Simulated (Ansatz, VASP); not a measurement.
Ir in VASP and in Ansatz

```xyz
1
Lattice="0.0000 1.9151 1.9151 1.9151 0.0000 1.9151 1.9151 1.9151 0.0000" Properties=species:S:1:pos:R:3 pbc="T T T"
Ir    0.0000    0.0000    0.0000
```

Alike in both runs: functional PBEsol; k mesh 18 × 18 × 18; occupations gaussian, width 0.1 eV; no spin polarisation.

Ansatz relaxed the structure, and its values are those at the end. VASP's run is a single point on that final structure, the one shown.

|  | VASP | Ansatz |
| --- | --- | --- |
| version | VASP 6.6.1 | Ansatz 0.2.0 |
| potentials or method | VASP PAW PBE potentials, release 64 (Ir) | scalar-relativistic, plane waves, PAW |
| plane-wave cutoff (eV) | 520 | 420 |
| valence electrons in the cell | 9 | 17 |

Ansatz gave:

| Item | Value |
| --- | --- |
| gap on the k mesh at the Fermi level (eV) | none |
| pressure (GPa) | 0.0 |

Task: What did VASP give for the same quantities?

Result: gap on the k mesh at the Fermi level (eV): none; pressure (GPa): 1.0.

A gap of «none» marks a metal or a gap that the smearing closes. The two sets of potentials don't hold the same shells in valence.

Caveats: the PAW data sets were made with another functional, which shifts forces and pressure a little (VASP). The runs have no spin-orbit coupling, so splittings on Ir are missing.
